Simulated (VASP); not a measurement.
# C (P6_3/mmc) in VASP: single point with PBE

Aim: the single point of C with PBE.

The COD entry that gives the cell may itself be a prediction, so a difference from it is no test against experiment.

All numbers are computed with VASP 6.6.1; they aren't measurements. Logs are shortened: lines on timing, memory, paths and dates and some standing lists are left out, and cuts for length are marked.

### 1 The undisturbed crystal

Symmetry: P6_3/mmc, No. 194, hexagonal system. Conventional cell: a = 2.522 Å, b = 2.522 Å, c = 16.474 Å, α = 90.00°, β = 90.00°, γ = 120.00°. C (site symmetry 3m) is surrounded by 4 C at 1.54 Å. C (site symmetry 3m) has 4 C at 1.54 Å as nearest neighbours. C (site symmetry 3m) is surrounded by 4 C at 1.54 Å. C (site symmetry 3m) has 4 C at 1.54 Å as nearest neighbours.

This is a hexagonal form of diamond, not graphite.

### 2 Single point, PBE (ions relaxed at fixed cell)

Input file INCAR:

```
  PREC = Accurate
  ENCUT = 520
  EDIFF = 1E-6
  ISMEAR = -1
  SIGMA = 0.05
  LREAL = Auto
  LASPH = T
  NELM = 80
  ALGO = Normal
  ISIF = 2
  LWAVE = F
  LCHARG = F
  GGA = PE
  NBANDS = 46
```

Input file KPOINTS:

```
Automatic mesh
0
Gamma
  15 15 2
```

Input file POSCAR:

```
C
1.0
    2.5221000000      0.0000000000      0.0000000000
   -1.2610500000      2.1842026709      0.0000000000
    0.0000000000      0.0000000000     16.4743000000
C
16
Direct
    0.0000000000      0.0000000000      0.0467224833
    0.0000000000      0.0000000000      0.5467224833
    0.0000000000      0.0000000000      0.4532775167
    0.0000000000      0.0000000000      0.9532775167
    0.3333333333      0.6666666667      0.0778583723
    0.6666666667      0.3333333333      0.5778583723
    0.3333333333      0.6666666667      0.4221416277
    0.6666666667      0.3333333333      0.9221416277
    0.3333333333      0.6666666667      0.1712256118
    0.6666666667      0.3333333333      0.6712256118
    0.3333333333      0.6666666667      0.3287743882
    0.6666666667      0.3333333333      0.8287743882
    0.3333333333      0.6666666667      0.7974264217
    0.6666666667      0.3333333333      0.2974264217
    0.3333333333      0.6666666667      0.7025735783
    0.6666666667      0.3333333333      0.2025735783
```

Potentials or basis: VASP PAW PBE potentials, release 64 (C).

Started as:

```sh
> cat potpaw_PBE.64/C/POTCAR > POTCAR
> mpirun -np 1 vasp_std > vasp.out
```

OUTCAR:

```text
PREC = Accurate
   ENCUT = 520
   EDIFF = 1E-6
   ISMEAR = -1
   LREAL = Auto
   LASPH = T
   NELM = 80
   ISIF = 2
   GGA = PE

 ion  position               nearest neighbor table
   1  0.000  0.000  0.047-   4 1.54   5 1.54   5 1.54   5 1.54
   2  0.000  0.000  0.547-   3 1.54   6 1.54   6 1.54   6 1.54
   3  0.000  0.000  0.453-   2 1.54   7 1.54   7 1.54   7 1.54
   4  0.000  0.000  0.953-   1 1.54   8 1.54   8 1.54   8 1.54
   5  0.333  0.667  0.078-   9 1.54   1 1.54   1 1.54   1 1.54
   6  0.667  0.333  0.578-  10 1.54   2 1.54   2 1.54   2 1.54
[... 8 lines left out ...]
  15  0.333  0.667  0.703-  10 1.55  10 1.55  10 1.55  13 1.56
  16  0.667  0.333  0.203-   9 1.55   9 1.55   9 1.55  14 1.56

  LATTYP: Found a hexagonal cell.
 ALAT       =     2.5221000000
 C/A-ratio  =     6.5319773205

  Lattice vectors:

 A1 = (   2.5221000000,   0.0000000000,   0.0000000000)
 A2 = (  -1.2610500000,   2.1842026709,   0.0000000000)
 A3 = (   0.0000000000,   0.0000000000,  16.4743000000)

Analysis of symmetry for initial positions (statically):
=====================================================================
 Subroutine PRICEL returns:
 Original cell was already a primitive cell.

 Routine SETGRP: Setting up the symmetry group for a
 hexagonal supercell.

 Subroutine GETGRP returns: Found 24 space group operations
 (whereof 12 operations were pure point group operations)
 out of a pool of 24 trial point group operations.

The static configuration has the point symmetry D_3d.
 The point group associated with its full space group is D_6h.

Analysis of symmetry for dynamics (positions and initial velocities):
=====================================================================
 Subroutine PRICEL returns:
 Original cell was already a primitive cell.

 Routine SETGRP: Setting up the symmetry group for a
 hexagonal supercell.

 Subroutine GETGRP returns: Found 24 space group operations
 (whereof 12 operations were pure point group operations)
 out of a pool of 24 trial point group operations.

The dynamic configuration has the point symmetry D_3d.
 The point group associated with its full space group is D_6h.

 Subroutine INISYM returns: Found 24 space group operations
 (whereof 12 operations are pure point group operations),
 and found     1 'primitive' translations

----------------------------------------------------------------------------------------
[... 126 lines left out ...]
   NFREE  =      0    steps in history (QN), initial steepest desc. (CG)
   ISIF   =      2    stress and relaxation
   ISYM   =      2    0-nonsym 1-usesym 2-fastsym
   POTIM  = 0.5000    time-step for ionic-motion
   TEBEG  =    0.0;   TEEND  =   0.0 temperature during run
   PSTRESS=    0.0 pullay stress
   NELECT =      64.0000    total number of electrons
   NUPDOWN=      -1.0000    fix difference up-down
   EMIN   =  10.00;   EMAX   =-10.00  energy-range for DOS
   EFERMI =   0.00;   METHOD = LEGACY
   ISMEAR =    -1;   SIGMA  =   0.05  broadening in eV -4-tet -1-fermi 0-gaus
   EFERMI_NEDOS =   21; number of points for ismear=-14 and -15
   IALGO  =     38    algorithm
   IMIX   =      4    mixing-type and parameters
     AMIX     =   0.40;   BMIX     =  1.00
     AMIX_MAG =   1.60;   BMIX_MAG =  1.00
  volume/ion in A,a.u.               =       5.67        38.28
  Fermi-wavevector in a.u.,A,eV,Ry     =   1.457183  2.753677 28.890369  2.123382
  Thomas-Fermi vector in A             =   2.574014
   LORBIT       =      0    0 simple, 1 ext, 2 COOP (PROOUT), +10 PAW based schemes
   GGA     = PE    functional components
   LHFCALC =     F    Hartree Fock is set to
   AEXX    =    0.0000 exact exchange contribution
   IVDW    =     0    specifies the selected vdW correction
   LEPSILON=     F    determine dielectric tensor
   LRPA    =     F    only Hartree local field effects (RPA)
 non-spin polarized calculation
  energy-cutoff  :      520.00
  volume of cell :       90.75
 maximum number of plane-waves:      2474
 NGX is ok and might be reduce to    20
   NGX =  9   NGY =  9   NGZ = 61

 number of electron      64.0000000 magnetization

 Free energy of the ion-electron system (eV)
  ---------------------------------------------------
  ext. energy  EPLUGINS =         0.00000000
  ---------------------------------------------------
  free energy    TOTEN  =      -145.41256284 eV

  energy without entropy =     -145.41256284  energy(sigma->0) =     -145.41256284

 E-fermi :  10.7424     XC(G=0): -13.2496

 val. band max:        9.7946473744   @ k =   0.0000   0.0000   0.0000
 cond. band min:      14.1832415664   @ k =   0.4000   0.0000   0.0000
 fundamental gap:      4.3885941920
 Fermi energy:        10.7423644190

 k-point     1 :       0.0000    0.0000    0.0000
  band No.  band energies     occupation
      1     -11.7556      2.00000
      2     -11.3527      2.00000
      3     -11.2917      2.00000
      4     -10.0640      2.00000
      5     -10.0092      2.00000
      6      -7.9879      2.00000
[... 1117 lines left out ...]
     43      19.0112      0.00000
     44      19.1367      0.00000

 [... further k-points ...]

 [bands above 44 left out]

------------------------ aborting loop because EDIFF is reached ----------------------------------------

  FORCE on cell =-STRESS in cart. coord.  units (eV):
  Direction    XX          YY          ZZ          XY          YZ          ZX
  --------------------------------------------------------------------------------------
  -------------------------------------------------------------------------------------
  Total        0.4612794      0.4612794      3.7382837      0.0000000     -0.0000000      0.0000000
  in kB        8.1435242      8.1435242     65.9964590      0.0000000     -0.0000000      0.0000000
  external PRESSURE =      27.4278358 kB  Pullay stress =       0.0000000 kB

 VOLUME and BASIS-vectors are now :
 -----------------------------------------------------------------------------
  energy-cutoff  :      520.00
  volume of cell :       90.75
      direct lattice vectors                 reciprocal lattice vectors
     2.522100000  0.000000000  0.000000000     0.396494984  0.228916486  0.000000000
    -1.261050000  2.184202671  0.000000000     0.000000000  0.457832972  0.000000000
     0.000000000  0.000000000 16.474300000     0.000000000  0.000000000  0.060700606

 POSITION                                       TOTAL-FORCE (eV/Angst)
 -----------------------------------------------------------------------------------
      0.00000      0.00000      0.76972        -0.000000      0.000000     -0.009119
      0.00000      0.00000      9.00687         0.000000     -0.000000     -0.009119
      0.00000      0.00000      7.46743        -0.000000      0.000000      0.009119
      0.00000      0.00000     15.70458         0.000000      0.000000      0.009119
     -0.00000      1.45614      1.28266         0.000000     -0.000000      0.001541
      1.26105      0.72807      9.51981        -0.000000      0.000000      0.001541
[... 8 lines left out ...]
     -0.00000      1.45614     11.57441         0.000000      0.000000      0.005216
      1.26105      0.72807      3.33726        -0.000000      0.000000      0.005216
 -----------------------------------------------------------------------------------
    total drift:                                0.000000     -0.000000      0.000000

  FREE ENERGIE OF THE ION-ELECTRON SYSTEM (eV)
  ---------------------------------------------------
  free  energy   TOTEN  =      -145.4125628446 eV

  energy  without entropy=     -145.4125628446  energy(sigma->0) =     -145.41256284
```

OSZICAR:

```text
N       E                     dE             d eps       ncg     rms          rms(c)
DAV:   1     0.169969295129E+03    0.16997E+03   -0.33767E+04  4968   0.136E+03
DAV:   2    -0.137836682328E+03   -0.30781E+03   -0.29139E+03  6376   0.261E+02
DAV:   3    -0.150329810786E+03   -0.12493E+02   -0.12397E+02  6466   0.486E+01
DAV:   4    -0.150523147081E+03   -0.19334E+00   -0.19263E+00  6520   0.610E+00
DAV:   5    -0.150527445097E+03   -0.42980E-02   -0.42929E-02  6274   0.875E-01    0.157E+01
DAV:   6    -0.146689856284E+03    0.38376E+01   -0.25901E+00  5830   0.676E+00    0.937E+00
DAV:   7    -0.145410022689E+03    0.12798E+01   -0.33108E+00  5744   0.786E+00    0.194E+00
DAV:   8    -0.145412099987E+03   -0.20773E-02   -0.94627E-02  6292   0.129E+00    0.109E-01
DAV:   9    -0.145412431073E+03   -0.33109E-03   -0.15932E-03  6402   0.199E-01    0.428E-02
DAV:  10    -0.145412519361E+03   -0.88288E-04   -0.10155E-04  6150   0.504E-02    0.224E-02
DAV:  11    -0.145412560798E+03   -0.41437E-04   -0.33538E-05  6010   0.318E-02    0.420E-03
DAV:  12    -0.145412562918E+03   -0.21196E-05   -0.19502E-06  5192   0.759E-03    0.107E-03
DAV:  13    -0.145412562845E+03    0.73235E-07   -0.93846E-08  3848   0.167E-03
   1 F= -.14541256E+03 E0= -.14541256E+03  d E =-.662418E-10
```

stdout:

```text
POSCAR found type information on POSCAR C
 POSCAR found :  1 types and      16 ions
 scaLAPACK will be used
 LDA part: xc-table for (Slater+PW92), standard interpolation
 POSCAR, INCAR and KPOINTS ok, starting setup
 FFT: planning ... GRIDC
 FFT: planning ... GRID_SOFT
 FFT: planning ... GRID
 WAVECAR not read
 entering main loop
```

It took 3.2 min on 1 thread of AMD EPYC 9R45 (Zen 5), shared host; peak memory 0.26 GiB.

What came out:

```yaml
Free_energy: -145.4126 eV
Pressure: 2.7 GPa
Largest_force: 0.011 eV/Å
Band_gap_on_the_k_mesh: 4.39 eV, indirect (least direct gap 5.38 eV)
```

Forces in eV/Å, atoms in the order of the input:
```
C    0.000  0.000 -0.009
C    0.000  0.000 -0.009
C    0.000  0.000  0.009
C    0.000  0.000  0.009
C    0.000  0.000  0.002
C    0.000  0.000  0.002
C    0.000  0.000 -0.002
C    0.000  0.000 -0.002
C    0.000  0.000  0.011
C    0.000  0.000  0.011
C    0.000  0.000 -0.011
C    0.000  0.000 -0.011
C    0.000  0.000 -0.005
C    0.000  0.000 -0.005
C    0.000  0.000  0.005
C    0.000  0.000  0.005
```

Levels at points of the mesh, in eV from the valence-band top:
```tsv
k point	band 30	band 31	band 32	band 33	band 34	band 35
(0.00, 0.00, 0.00)	-0.10	0.00	0.00	5.38	5.38	5.63
(0.00, 0.00, 0.50)	-0.19	-0.19	-0.19	5.62	5.62	5.62
```

Caveat: an odd mesh through Γ misses points on the zone boundary, where band edges often lie.
